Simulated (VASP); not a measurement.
Here is a VASP 6.6.1 calculation.

The input INCAR:

```
PREC = Accurate
ENCUT = 580
EDIFF = 1E-7
ISMEAR = 0
SIGMA = 0.1
LREAL = F
LASPH = T
NELM = 100
ALGO = Normal
ISIF = 3
LWAVE = F
LCHARG = F
GGA = PS
IBRION = 2
NSW = 90
EDIFFG = -0.005
```

File KPOINTS:

```
regular mesh
0
Gamma
  18 18 18
```

File POSCAR:

```
Al
1.0
   -1.6070005800      1.6070005800      1.6070005800
    1.6070005800     -1.6070005800      1.6070005800
    1.6070005800      1.6070005800     -1.6070005800
Al
1
Direct
    0.0000000000      0.0000000000      0.0000000000
```

Potentials or basis: VASP PAW PBE potentials, release 64 (Al).

Launch:

```bash
$ cat potpaw_PBE.64/Al/POTCAR > POTCAR
$ mpirun -np 1 vasp_std > vasp.out
```

Task: What does it give for the band gap on the k mesh?

Result: None (metal or under the smearing width).

Final structure:
```
Al
1.0
    -1.60700    1.60700    1.60700
     1.60700   -1.60700    1.60700
     1.60700    1.60700   -1.60700
Al
1
Cartesian
  0.0000 0.0000 0.0000
```

Caveat: the relaxation stopped at its first step, so nothing moved.
